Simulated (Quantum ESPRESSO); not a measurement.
**Au under changes of volume**

One of the cells (16.855 Å³/atom); the others are scaled copies at fixed shape and fractional positions:

```
CELL_PARAMETERS angstrom
0.00000 2.03500 2.03500
2.03500 0.00000 2.03500
2.03500 2.03500 0.00000
ATOMIC_POSITIONS crystal
Au 0.00000 0.00000 0.00000
```

* Program: Quantum ESPRESSO 7.5
* Functional: r2SCAN
* Potentials or basis: SG15 PBE 1.2
* Cutoff: 952 eV
* Density cutoff: 3810 eV
* k mesh: 8 × 8 × 8
* Occupations: fermi-dirac, width 0.05 eV
* Spin: no spin polarisation

| volume (Å³/atom) | energy over the lowest point (meV/atom) | pressure (GPa) |
| --- | --- | --- |
| 15.843 | 105.21 | 21.8 |
| 16.181 | 65.06 | 16.3 |
| 16.518 | ? | ? |
| 16.855 | 15.79 | 7.3 |
| 17.192 | 4.23 | 3.6 |
| 17.529 | 0.00 | 0.3 |
| 17.866 | 2.20 | -2.5 |

Problem. What does the run at 16.518 Å³/atom give?

Solution. Energy over the lowest point 35.67 meV/atom; pressure 11.5 GPa.

Worked out: A Birch-Murnaghan fit of order 3 (a polynomial in V^(-2/3)) to the other rows has its minimum at 17.58 Å³/atom with B0 = V·E''(V) = 157 GPa and B' = 5.6. It gives 35.71 meV/atom at 16.518 Å³/atom, against the run's 35.67, and -dE/dV = 11.6 GPa, against 11.5.

Energies are extrapolated to zero smearing.

Caveats: the potentials were made for another functional, which shifts forces and pressure.
